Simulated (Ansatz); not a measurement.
KF (rocksalt), relaxed with r2SCAN: it is cubic, Fm-3m (No. 225); conventional cell a = 5.318 Å, 18.80 Å³ an atom. K is surrounded by 6 F at 2.66 Å; F is surrounded by 6 K at 2.66 Å. One-shot G0W0@PBE in the PAW code Ansatz on a 4×4×4 mesh (contour deformation, no spin-orbit coupling), from a PBE gap of 6.259 eV over the mesh points (the G0W0 gap is direct on the mesh); the number N of bands summed and the screening cutoff rise together. The values are computed, spin-unpolarised, and not measurements.

```
  N  cutoff (eV)  1000/N  G0W0 gap (eV)
 69           80  14.493          9.616
149          140   6.711          9.686
```

Lay a straight line in 1000/N through these rows.
The slope is -0.0090 eV per unit of 1000/N and the intercept 9.746 eV.

Predict the gap at N = 267 (210 eV).
9.746 + (-0.0090) × 3.745 = 9.712 eV; the run gives 9.806 eV, +0.094 eV from the line.

With that run's result added, what limit do the last two rows suggest?
Their slope is (9.806 − 9.686)/(3.745 − 6.711) = -0.0405, which meets 1/N = 0 at 9.96 eV, against 9.746 eV from the first line. The slope steepens, so 1/N isn't yet asymptotic and the true limit probably lies higher still; the k mesh isn't extrapolated.
